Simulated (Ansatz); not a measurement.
## How much does the functional matter for the cell of CdS?

The starting cell is an entry of the Crystallography Open Database (1961):

```
CELL_PARAMETERS angstrom
0.00000 2.91650 2.91650
2.91650 0.00000 2.91650
2.91650 2.91650 0.00000
ATOMIC_POSITIONS crystal
Cd 0.00000 0.00000 0.00000
S 0.25000 0.25000 0.25000
```

Atoms and cell were relaxed at zero pressure with plane-wave PAW DFT (Ansatz 0.2.0; one set of PAW datasets, made under PBE, for all functionals; 420 eV, r2SCAN 500 eV; 8×8×8 Γ-centred mesh, fermi-dirac occupations of width 0.020 eV; no spin polarisation, no spin-orbit coupling, no dispersion correction), keeping the symmetry (F-43m, No. 216).

Which functional gives the smallest cell, and how wide is the spread?

The relaxed conventional cells:

```tsv
functional	a (Å)	volume (Å³/atom)	formation energy (eV/atom)
LDA	5.757	23.85	-0.634
PBEsol	5.825	24.71	-0.636
PBE	5.927	26.02	-0.658
r2SCAN	5.880	25.41	-0.802
the entry	5.833	24.81	–
```

LDA gives the smallest volume and PBE the largest, 9.1 % more, the usual order, since LDA overbinds and PBE's gradient terms loosen the lattice. Against the entry's volume: LDA -3.9 %, PBEsol -0.4 %, PBE +4.9 %, r2SCAN +2.4 %. No verdict is drawn from this: the entry is old or was flagged in a check, so the entry may be off as well as the functionals. The formation energies span 0.17 eV an atom, lowest under r2SCAN.

Caveats: each relaxation keeps the start's symmetry, so a distorted cell may lie lower; computed cells are at 0 K with fixed nuclei, while the entry holds thermal expansion, often some tenths of a per cent in volume and more in soft crystals; formation energies are at zero smearing against the elements' usual phases under the same functional, gases as free molecules, uncorrected.
